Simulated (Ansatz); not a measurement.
## What moves the field gradients of SnO?

Cell of run 1: a COD entry, atoms as given.

```xyz
8
Lattice="2.5000 -2.8600 0.0000 2.5000 2.8600 0.0000 0.0000 0.0000 11.1200" Properties=species:S:1:pos:R:3 pbc="T T T"
Sn    0.0000    0.0000    0.0000
Sn    0.0000    0.0000    5.5600
Sn    2.5000   -0.3375    2.8245
Sn    2.5000    0.3375    8.3845
O     3.4000   -1.4300    4.2256
O     1.6000    1.4300    9.7856
O     1.6000   -1.4300    4.2256
O     3.4000    1.4300    9.7856
```

Atom numbers follow the list; atoms alike are taken as one site, whose name carries the number of the first.

Relaxed positions (PBE, cell held):

```
CELL_PARAMETERS angstrom
2.50000 -2.86000 0.00000
2.50000 2.86000 0.00000
0.00000 0.00000 11.12000
ATOMIC_POSITIONS crystal
Sn 0.00006 0.99994 0.98582
Sn 0.99994 0.00006 0.48582
Sn 0.49968 0.50032 0.27117
Sn 0.50032 0.49968 0.77117
O 0.99981 0.50000 0.37851
O 0.00019 0.50000 0.87851
O 0.50000 0.00019 0.37851
O 0.50000 0.99981 0.87851
```

All runs are DFT with Ansatz 0.2.0 (plane waves and PAW, scalar-relativistic unless spin–orbit coupling is named, Γ-centred meshes, Fermi–Dirac smearing where given) in this cell.

Run 1: PBE, atoms as given; 420 eV, 8×8×3 k-points, smearing 0.02 eV.
Run 2: r2SCAN, at the relaxed atoms; 500 eV, 8×8×3 k-points, smearing 0.02 eV.
Run 3: PBE with spin–orbit coupling, at the relaxed atoms; 420 eV, 8×8×3 k-points, smearing 0.02 eV.
Run 4: LDA, at the relaxed atoms; 420 eV, 8×8×3 k-points, smearing 0.02 eV.
Run 5: PBEsol, at the relaxed atoms; 420 eV, 8×8×3 k-points, smearing 0.02 eV.

```tsv
run	Sn1 V_zz (η)	Sn3 V_zz (η)	O V_zz (η)
1	-17.48 (0.49)	-33.2 (0.31)	-4.66 (0.86)
2	-19.71 (0.27)	-19.71 (0.27)	-5.30 (0.40)
3	?	?	?
4	-17.76 (0.32)	-17.77 (0.32)	-4.99 (0.42)
5	-17.90 (0.32)	-17.90 (0.32)	-4.99 (0.42)
```

V_zz in 10²¹ V/m².

(1) Estimate the row of run 3.

Answers

(1) Sn1: -18.54 (0.30); Sn3: -18.54 (0.30); O: -5.04 (0.42). It lies nearest to run 5, from whose tensors on these sites it differs by 0.64 at most (largest principal value of the difference, on Sn1). On some sites the largest principal value moves to another axis from run to run, and the sign of V_zz can flip with it. On Sn3 V_xx and V_yy change places between runs (or their axes turn by over 50°), so η hides a larger change.

Semilocal functionals make gaps too small and can close them, so the real compound need not be a metal. With these PAW files V_zz is typically within 2 to 3 % of all-electron values, but misses above 10 % occur on Sn. The database positions were far from equilibrium, so the relaxed structure may not be the compound's real one. In run 1 there is no gap above 0.1 eV, so the gradients can move by 10 % or more with the k-mesh. In runs 1, 2, 4, 5 the atoms aren't at the calculated equilibrium (largest force 8.8, 0.54, 0.67, 0.34 eV/Å). The cell isn't the equilibrium one in runs 1, 2, 3, 4, 5 (calculated pressure 10, -1, 2, -4, -1 GPa, with larger principal stresses), and the entry's cell may itself be off. Run 1: The database positions are far from the calculated equilibrium, so these values describe the entry as written and may be far from the real compound's.
